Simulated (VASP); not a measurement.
VASP 6.6.1 run: MgS

INCAR

```
IBRION = -1
MAGMOM = 0.5 0.5
ISIF = 2
SIGMA = 0.01
LWAVE = .FALSE.
LCHARG = .FALSE.
NBANDS = 11
ISMEAR = 0
ALGO = Normal
LASPH = .TRUE.
EDIFF = 1E-7
METAGGA = R2SCAN
LREAL = .FALSE.
ENCUT = 520
PREC = Accurate
NSW = 0
NELM = 120
ISYM = 1
ISPIN = 2
```

KPOINTS

```
KPOINTS created by Atomic Simulation Environment
0
Gamma
8 8 8
0 0 0
```

POSCAR

```
Mg S
 1.0000000000000000
     0.0000000000000000    2.8308768412283047    2.8308768412283047
     2.8308768412283047    0.0000000000000000    2.8308768412283047
     2.8308768412283047    2.8308768412283047    0.0000000000000000
 Mg  S
   1   1
Cartesian
  0.0000000000000000  0.0000000000000000  0.0000000000000000
  1.4154384206141524  1.4154384206141524  1.4154384206141524
```

The recommended PBE PAW datasets give the neutral cell 8 valence electrons.

Command

```
mpirun -np 1 vasp_std
```

OSZICAR

```
N       E                     dE             d eps       ncg     rms          rms(c)
DAV:   1     0.163953288083E+02    0.16395E+02   -0.31483E+03  1308   0.543E+02
DAV:   2    -0.151198267023E+02   -0.31515E+02   -0.29281E+02  1609   0.102E+02
DAV:   3    -0.170527045337E+02   -0.19329E+01   -0.19295E+01  1550   0.269E+01
DAV:   4    -0.170689958781E+02   -0.16291E-01   -0.16289E-01  1527   0.298E+00
DAV:   5    -0.170691944205E+02   -0.19854E-03   -0.19854E-03  1587   0.326E-01    0.465E+00
DAV:   6    -0.154101274299E+02    0.16591E+01   -0.12957E+00  1360   0.565E+00    0.426E+00
DAV:   7    -0.154272628628E+02   -0.17135E-01   -0.25665E-01  1444   0.239E+00    0.284E+00
DAV:   8    -0.154401427458E+02   -0.12880E-01   -0.28744E-02  1351   0.113E+00    0.115E+00
DAV:   9    -0.154499245593E+02   -0.97818E-02   -0.67199E-03  1345   0.599E-01    0.302E-01
DAV:  10    -0.154504910512E+02   -0.56649E-03   -0.28232E-04  1580   0.133E-01    0.156E-01
DAV:  11    -0.154505736747E+02   -0.82624E-04   -0.24372E-05  1494   0.379E-02    0.992E-02
DAV:  12    -0.154506742604E+02   -0.10059E-03   -0.98558E-05  1315   0.835E-02    0.394E-02
DAV:  13    -0.154506755448E+02   -0.12844E-05   -0.85674E-06  1482   0.239E-02    0.391E-03
DAV:  14    -0.154506757409E+02   -0.19605E-06   -0.55361E-07  1478   0.646E-03    0.167E-03
DAV:  15    -0.154506756557E+02    0.85137E-07   -0.12816E-07  1447   0.276E-03
   1 F= -.15450676E+02 E0= -.15450676E+02  d E =-.461391E-43  mag=     0.0000
```

It converged. Results: pressure -0.3 GPa; magnetic moment of the cell 0.00 μB.

For comparison, a separate r²SCAN run of the intended cell, on usual settings and not on those above, gives a gap of 4.13 eV on its mesh and a pressure of -0.3 GPa.

The run above took about 95 s on one core of a shared host (Intel Xeon Platinum 8488C) and held 0.2 GiB at most.
